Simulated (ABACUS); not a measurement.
# BN (R3m) in ABACUS: a series of runs

The runs below take BN through single point, relaxation of cell and atoms, with TM, PBE, OLYP.

All numbers are computed with ABACUS 3.10.1; they aren't measurements. Logs are shortened: lines on timing, memory, paths and dates and some standing lists are left out, and cuts for length are marked.

### Step 1. Starting point

Symmetry: R3m, No. 160, trigonal system. Conventional cell: a = 2.502 Å, b = 2.502 Å, c = 10.119 Å, α = 90.00°, β = 90.00°, γ = 120.00°. N (site symmetry 3m) has 3 B at 1.44 Å as nearest neighbours. B (site symmetry 3m) is surrounded by 3 N at 1.44 Å.

The cell is a database's computed one.

### Step 2. Single point, TM

run_abacus.py

```python
"""ABACUS run from a structure file: ASE reads it, the script writes STRU, KPT and INPUT."""
import re
import subprocess
from ase.io import read
from ase.units import Bohr

atoms = read("BN.xyz")
atoms = atoms[(-atoms.numbers).argsort(kind="stable")]  # ABACUS lists atoms element by element
pseudo = {'N': 'N_ONCV_PBE-1.2.upf', 'B': 'B_ONCV_PBE-1.2.upf'}
orbital = {}
magmoms = None
kmesh = [8, 8, 8]
params = {
    'suffix': 'BN',
    'calculation': 'scf',
    'basis_type': 'pw',
    'pseudo_dir': './',
    'symmetry': 1,
    'dft_functional': 'MGGA_X_TM+MGGA_C_TM',
    'ecutwfc': 97,
    'pseudo_rcut': 10,
    'nspin': 1,
    'nbands': 14,
    'ks_solver': 'dav',
    'smearing_method': 'fd',
    'smearing_sigma': 0.00367493,
    'scf_thr': 1e-08,
    'scf_nmax': 100,
    'mixing_type': 'broyden',
    'mixing_beta': 0.7,
    'cal_force': 1,
    'cal_stress': 1,
    'mixing_tau': 1,
    'out_chg': 1,
    'kpar': 4,
}

symbols = atoms.get_chemical_symbols()
elements = list(dict.fromkeys(symbols))
lines = ["ATOMIC_SPECIES"] + [f"{e} {atoms.get_masses()[symbols.index(e)]:.4f} {pseudo[e]}" for e in elements]
if orbital:
    lines += ["", "NUMERICAL_ORBITAL"] + [orbital[e] for e in elements]
lines += ["", "LATTICE_CONSTANT", f"{1 / Bohr:.10f}", "", "LATTICE_VECTORS"]
lines += [" ".join(f"{x:.10f}" for x in v) for v in atoms.cell]
lines += ["", "ATOMIC_POSITIONS", "Direct"]
for e in elements:
    lines += ["", e, "0.0", str(symbols.count(e))]
    for i, p in enumerate(atoms.get_scaled_positions(wrap=False)):
        if symbols[i] == e:
            mag = "" if magmoms is None else " mag " + " ".join(str(x) for x in (magmoms[i] if isinstance(magmoms[i], list) else [magmoms[i]]))
            lines.append(" ".join(f"{x:.10f}" for x in p) + " 1 1 1" + mag)
open("STRU", "w").write("\n".join(lines) + "\n")
open("KPT", "w").write("K_POINTS\n0\nGamma\n%d %d %d 0 0 0\n" % tuple(kmesh))
open("INPUT", "w").write("INPUT_PARAMETERS\n" + "".join(f"{k:<20s}{v}\n" for k, v in params.items()))

done = subprocess.run(['mpirun', '-np', '4', 'abacus'])
if done.returncode:
    raise SystemExit(done.returncode)
log = open("OUT.BN/running_scf.log").read()
print("final energy (eV):", re.findall(r"FINAL_ETOT_IS (\S+)", log))
```

BN.xyz

```xyz
2
Lattice="1.2511217832 0.7223354983 3.3729344033 -1.2511217832 0.7223354983 3.3729344033 0.0000000000 -1.4446709966 3.3729344033" Properties=species:S:1:pos:R:3 pbc="T T T"
N      0.0000000000      0.0000000000      6.7516520399
B      0.0000000000      0.0000000000      0.0033270625
```

Potentials or basis: SG15 ONCV 1.2 PBE, plane waves.

Run with:

```bash
OMP_NUM_THREADS=1 python run_abacus.py > log
```

running log:

```text
ABACUS v3.10.1

               Atomic-orbital Based Ab-initio Computation at UStc

 ------------------------------------------------------------------------------------

 READING GENERAL INFORMATION
                           global_out_dir = OUT.BN/
                           global_in_card = INPUT
                               pseudo_dir = ./
                              orbital_dir =
                                    DSIZE = 4
                                    GSIZE = 1
[... 5 lines left out ...]

 READING ATOM TYPE 1
                               atom label = N
                      L=0, number of zeta = 1
                      L=1, number of zeta = 1
                      L=2, number of zeta = 1
             number of atom for this type = 1

 READING ATOM TYPE 2
                               atom label = B
                      L=0, number of zeta = 1
                      L=1, number of zeta = 1
                      L=2, number of zeta = 1
             number of atom for this type = 1

                        TOTAL ATOM NUMBER = 2
DIRECT COORDINATES
    atom                   x                   y                   z     mag                  vx                  vy                  vz
taud_N1            0.6672382000        0.6672382000        0.6672382000  0.0000        0.0000000000        0.0000000000        0.0000000000
taud_B1            0.0003288000        0.0003288000        0.0003288000  0.0000        0.0000000000        0.0000000000        0.0000000000

                          Volume (Bohr^3) = 123.422
                             Volume (A^3) = 18.2893

 Lattice vectors: (Cartesian coordinate: in unit of a_0)
             +1.25112           +0.722335            +3.37293
             -1.25112           +0.722335            +3.37293
                   +0            -1.44467            +3.37293
 Reciprocal vectors: (Cartesian coordinate: in unit of 2 pi/a_0)
            +0.399641           +0.230733          +0.0988259
            -0.399641           +0.230733          +0.0988259
                   +0           -0.461466          +0.0988259
 The esolver type has been set to : ksdft_pw

                PAO radial cut off (Bohr) = 10

 Read in pseudopotential file is N_ONCV_PBE-1.2.upf
                     pseudopotential type = NC
          exchange-correlation functional = PBE
                 nonlocal core correction = 0
                        valence electrons = 5
                                     lmax = 1
                           number of zeta = 0
                     number of projectors = 4
                           L of projector = 0
                           L of projector = 0
                           L of projector = 1
                           L of projector = 1
 XC functional updated to : MGGA_X_TM+MGGA_C_TM
          exchange-correlation functional = MGGA_X_TM+MGGA_C_TM
                PAO radial cut off (Bohr) = 10

 Read in pseudopotential file is B_ONCV_PBE-1.2.upf
                     pseudopotential type = NC
          exchange-correlation functional = PBE
                 nonlocal core correction = 0
                        valence electrons = 3
                                     lmax = 1
                           number of zeta = 0
                     number of projectors = 4
                           L of projector = 0
                           L of projector = 0
                           L of projector = 1
                           L of projector = 1
 XC functional updated to : MGGA_X_TM+MGGA_C_TM
          exchange-correlation functional = MGGA_X_TM+MGGA_C_TM
     initial pseudo atomic orbital number = 0

 SETUP THE ELECTRONS NUMBER
             electron number of element N = 5
       total electron number of element N = 5
             electron number of element B = 3
       total electron number of element B = 3
            AUTOSET number of electrons:  = 8
                           occupied bands = 4
                                   NBANDS = 14
                                   NLOCAL = 18

 SETUP THE PLANE WAVE BASIS
 energy cutoff for charge/potential (unit:Ry) = 388
            fft grid for charge/potential = [ 45, 45, 45 ]
                        fft grid division = [ 1, 1, 1 ]
        big fft grid for charge/potential = [ 45, 45, 45 ]
                                     nbxx = 91125
                                     nrxx = 91125

 SETUP PLANE WAVES FOR CHARGE/POTENTIAL
                    number of plane waves = 15951
                         number of sticks = 947

 PARALLEL PW FOR CHARGE/POTENTIAL
     PROC   COLUMNS(POT)             PW
        1            947          15951
 --------------- sum -------------------
        1            947          15951
                            number of |g| = 1266
                                  max |g| = 35.0923
                                  min |g| = 0

----------- Double Check Mixing Parameters Begin ------------
mixing_type: broyden
mixing_beta: 0.7
mixing_gg0: 1
mixing_gg0_min: 0.1
[... 28 lines left out ...]
                   SPACE GROUP OPERATIONS = 6
                                       C2 = 0
                                       C3 = 2
                                       C4 = 0
                                       C6 = 0
                                       S1 = 3
                                       S3 = 0
                                       S4 = 0
                                       S6 = 0
                              POINT GROUP = C_3v
                                       C2 = 0
                                       C3 = 2
                                       C4 = 0
                                       C6 = 0
                                       S1 = 3
                                       S3 = 0
                                       S4 = 0
                                       S6 = 0
               POINT GROUP IN SPACE GROUP = C_3v

 SETUP K-POINTS
                                    nspin = 1
                   Input type of k points = Monkhorst-Pack(Gamma)
                                   nkstot = 512
                       right hand lattice = 1
(for reciprocal lattice: )
                             BRAVAIS TYPE = 7
                     BRAVAIS LATTICE NAME = 07. Rhombohedral (Trigonal) cell
                                    ibrav = 7
                       right hand lattice = 1
(for k-lattice: )
                             BRAVAIS TYPE = 7
                     BRAVAIS LATTICE NAME = 07. Rhombohedral (Trigonal) cell
                                    ibrav = 7
                       right hand lattice = 1
                        ROTATION MATRICES = 12
                               nkstot_ibz = 65
K-POINTS REDUCTION ACCORDING TO SYMMETRY
     IBZ    DIRECT_X    DIRECT_Y    DIRECT_Z  WEIGHT  ibz2bz
       1  0.00000000  0.00000000  0.00000000  0.0020       0
       2  0.12500000  0.00000000  0.00000000  0.0117       1
       3  0.25000000  0.00000000  0.00000000  0.0117       2
       4  0.37500000  0.00000000  0.00000000  0.0117       3
       5  0.50000000  0.00000000  0.00000000  0.0059       4
       6  0.12500000  0.12500000  0.00000000  0.0117       9
[... 22 lines left out ...]
      29  0.25000000  0.25000000  0.12500000  0.0117      82
      30  0.37500000  0.25000000  0.12500000  0.0234      83
[... 35 further k points ...]

                               nkstot now = 65
[... K-POINTS DIRECT COORDINATES: 65 rows ...]

           k-point number in this process = 17
       minimum distributed K point number = 16
[... stars of the k points ...]

[... K-POINTS CARTESIAN COORDINATES: 17 rows ...]

[... K-POINTS DIRECT COORDINATES: 17 rows ...]

 SETUP PLANE WAVES FOR WAVE FUNCTIONS
     energy cutoff for wavefunc (unit:Ry) = 97
              fft grid for wave functions = [ 45, 45, 45 ]
                    number of plane waves = 2505
                         number of sticks = 279

 PARALLEL PW FOR WAVE FUNCTIONS
     PROC   COLUMNS(POT)             PW
        1            279           2505
 --------------- sum -------------------
        1            279           2505

 SETUP NONLOCAL PSEUDOPOTENTIALS IN PLANE WAVE BASIS
 N non-local projectors:
 projector 1 L=0
 projector 2 L=0
 projector 3 L=1
 projector 4 L=1
 B non-local projectors:
 projector 1 L=0
 projector 2 L=0
 projector 3 L=1
 projector 4 L=1
      TOTAL NUMBER OF NONLOCAL PROJECTORS = 16

 Init Non-Local PseudoPotential table :
 Init Non-Local-Pseudopotential done.

                                     npwx = 2009

 -------------------------------------------
 SELF-CONSISTENT
 -------------------------------------------
                                 init_chg = atomic

 PW ALGORITHM --------------- ION=   1  ELEC=   1--------------------------------

 Density error is 0.327833889945
                          Error Threshold = 0.01
----------------------------------------------------------
     Energy           Rydberg                 eV
----------------------------------------------------------
 E_KohnSham     -25.6206071526       -348.5862434950
 E_Harris       -23.3828008158       -318.1393262933
 E_Fermi        0.3489767057         4.7480716671
----------------------------------------------------------
[... 63 lines left out ...]
 Density error is 4.12470854226e-10
                          Error Threshold = 7.66231066488e-10
----------------------------------------------------------
     Energy           Rydberg                 eV
----------------------------------------------------------
 E_KohnSham     -25.7040935485       -349.7221341842
 E_KS(sigma->0) -25.7040935485       -349.7221341842
 E_Harris       -25.7041110230       -349.7223719369
 E_band         -1.5662657261        -21.3101384575
 E_one_elec     -8.7811522418        -119.4737054943
 E_Hartree      8.4210944493         114.5748679064
 E_xc           -7.3232708879        -99.6382120727
 E_Ewald        -18.0207648680       -245.1850845236
 E_entropy(-TS) -0.0000000000        -0.0000000000
 E_descf        0.0000000000         0.0000000000
 E_exx          0.0000000000         0.0000000000
 E_Fermi        0.4420112205         6.0138711794
----------------------------------------------------------

 charge density convergence is achieved
 final etot is -349.72213418 eV
 EFERMI = 6.0138711794 eV

 STATE ENERGY(eV) AND OCCUPATIONS    NSPIN == 1
 1/17 kpoint (Cartesian) = 0.0000 0.0000 0.0000 (1975 pws)
       1       -13.4521     0.00390625
       2       0.298573     0.00390625
       3        3.18090     0.00390625
       4        3.18090     0.00390625
       5        9.54357    8.57388e-34
       6        16.6458        0.00000
       7        16.6458        0.00000
       8        17.9520        0.00000
       9        19.7824        0.00000
      10        30.4041        0.00000
      11        31.8938        0.00000
      12        33.8138        0.00000
      13        33.8138        0.00000
      14        36.0906        0.00000
[... 66 lines left out ...]
       1       -13.1340      0.0234375
       2       0.514878      0.0234375
       3        2.00520      0.0234375
       4        2.63015      0.0234375
       5        10.3568    4.44432e-40
       6        16.3996        0.00000
       7        16.9647        0.00000
       8        17.9399        0.00000
       9        20.7009        0.00000
      10        28.4400        0.00000
      11        31.1245        0.00000
      12        32.0708        0.00000
      13        33.4709        0.00000
      14        38.0250        0.00000

[... levels at 11 further k points ...]

------------------------------------------------------------------------------------------
 TOTAL-FORCE (eV/Angstrom)
------------------------------------------------------------------------------------------
                        N1         0.0000000000         0.0000000000        -0.0187507318
                        B1         0.0000000000         0.0000000000         0.0187507318
------------------------------------------------------------------------------------------

----------------------------------------------------------------
 TOTAL-STRESS (KBAR)
----------------------------------------------------------------
        13.2653134759         0.0000000000         0.0000000000
        -0.0000000000        13.2653134766         0.0000000000
        -0.0000000000        -0.0000000000       -13.2039617203
----------------------------------------------------------------
 TOTAL-PRESSURE: 4.442222 KBAR

 --------------------------------------------
 !FINAL_ETOT_IS -349.7221341841676576 eV
 --------------------------------------------
```

Wall time 45 s (4 MPI ranks of Intel Xeon Platinum 8488C (Sapphire Rapids), shared host); peak memory 0.36 GiB.

Results:

| Item | Value |
| --- | --- |
| Free energy | -349.7221 eV |
| Pressure | 0.4 GPa |
| Largest force | 0.019 eV/Å |
| Band gap on the k mesh | 4.35 eV, indirect (least direct gap 5.06 eV) |

Forces on the atoms (eV/Å):
```
N    0.000  0.000 -0.019
B    0.000  0.000  0.019
```

Caveat: the potentials were made for another functional, which shifts forces and pressure. A k mesh can miss the band edges.

### Step 3. Relaxation of cell and atoms, TM

INPUT

```
INPUT_PARAMETERS
suffix              BN
calculation         cell-relax
basis_type          pw
pseudo_dir          ./
symmetry            1
dft_functional      MGGA_X_TM+MGGA_C_TM
ecutwfc             97
pseudo_rcut         10
nspin               1
nbands              8
ks_solver           dav
smearing_method     fd
smearing_sigma      0.00367493
scf_thr             1e-08
scf_nmax            100
mixing_type         broyden
mixing_beta         0.7
cal_force           1
cal_stress          1
mixing_tau          1
relax_nmax          60
force_thr_ev        0.01
relax_method        cg
out_stru            1
stress_thr          0.5
kpar                4
```

STRU

```
ATOMIC_SPECIES
N 14.0070 N_ONCV_PBE-1.2.upf
B 10.8100 B_ONCV_PBE-1.2.upf

LATTICE_CONSTANT
1.8897261246

LATTICE_VECTORS
1.2511217832 0.7223354983 3.3729344033
-1.2511217832 0.7223354983 3.3729344033
0.0000000000 -1.4446709966 3.3729344033

ATOMIC_POSITIONS
Direct

N
0.0
1
0.6672382000 0.6672382000 0.6672382000 1 1 1

B
0.0
1
0.0003288000 0.0003288000 0.0003288000 1 1 1
```

KPT

```
K_POINTS
0
Gamma
8 8 8 0 0 0
```

Potentials or basis: SG15 ONCV 1.2 PBE, plane waves.

Run with:

```bash
OMP_NUM_THREADS=1 mpirun -np 4 abacus > log
```

Run time: 12 min. Hardware: 4 MPI ranks of Intel Xeon Platinum 8488C (Sapphire Rapids), shared host; peak memory 0.36 GiB.

The run converged. Its results:

```yaml
Free_energy: -349.7264 eV
Relaxed_volume: 8.74 Å³/atom
Relaxed_cell: a = 3.525 Å, b = 3.525 Å, c = 3.525 Å, α = 41.63°, β = 41.63°, γ = 41.63°
Space_group_after_relaxing_to_0.05_Å: R3m (No. 160)
Energy_gained_by_relaxing: 2.1 meV/atom
Ionic_steps: 54
Pressure_after_relaxing: 0.0 GPa
Band_gap_on_the_k_mesh: 4.19 eV, indirect (least direct gap 5.05 eV)
```

Step by step:
```
step  energy change (eV)  largest force (eV/Å)  pressure (GPa)  volume (Å³)
   1              0.0000                0.0187            0.44        18.29
   3             -0.0004                0.0065           -0.86        18.32
   5             -0.0027                0.0699           -0.49        17.96
   7             -0.0030                0.0136            0.12        17.89
   9             -0.0032                0.0442           -0.66        17.86
  11             -0.0039                0.0261           -0.43        17.71
  13             -0.0039                0.0144           -0.12        17.70
  15             -0.0040                0.0219           -0.28        17.67
  17             -0.0041                0.0101            0.01        17.62
  19             -0.0041                0.0050           -0.33        17.62
  21             -0.0041                0.0095           -0.29        17.60
  23             -0.0042                0.0005           -0.03        17.59
  25             -0.0042                0.0030           -0.03        17.57
  27             -0.0042                0.0061           -0.24        17.57
  29             -0.0042                0.0044           -0.21        17.56
  31             -0.0042                0.0018           -0.10        17.56
  33             -0.0042                0.0010           -0.06        17.55
  35             -0.0042                0.0000           -0.06        17.54
  37             -0.0042                0.0002           -0.06        17.53
  39             -0.0042                0.0008           -0.03        17.52
  41             -0.0043                0.0027           -0.14        17.51
  43             -0.0043                0.0008           -0.02        17.50
  45             -0.0043                0.0000            0.01        17.49
  47             -0.0043                0.0001           -0.08        17.50
  49             -0.0043                0.0001           -0.08        17.49
  51             -0.0043                0.0001            0.00        17.48
  53             -0.0043                0.0000            0.01        17.47
  54             -0.0043                0.0001           -0.03        17.48
```

Final structure:
```
N B
1.0
     1.25273    0.72326    3.21456
    -1.25273    0.72326    3.21456
     0.00000   -1.44653    3.21456
N B
1 1
Cartesian
  0.0000 0.0000 6.4346
  0.0000 0.0000 0.0032
```

Levels at points of the mesh, in eV from the valence-band top:
| k point | band 1 | band 2 | band 3 | band 4 | band 5 | band 6 | band 7 | band 8 |
| --- | --- | --- | --- | --- | --- | --- | --- | --- |
| (0.00, 0.00, 0.00) | -18.03 | -3.94 | -1.36 | -1.36 | 5.37 | 12.08 | 12.08 | 13.43 |
| (0.50, 0.00, 0.00) | -14.86 | -8.95 | -4.13 | -0.55 | 5.48 | 10.35 | 13.03 | 15.35 |
| (0.50, 0.50, 0.00) | -14.76 | -8.78 | -4.22 | -1.29 | 4.19 | 10.21 | 14.43 | 18.08 |
| (0.50, 0.50, 0.50) | -17.66 | -6.39 | -1.39 | -1.39 | 10.59 | 11.97 | 11.97 | 12.93 |

Caveat: the potentials were made for another functional, which shifts forces and pressure. A k mesh can miss the band edges.

[end of part 1 of 2]
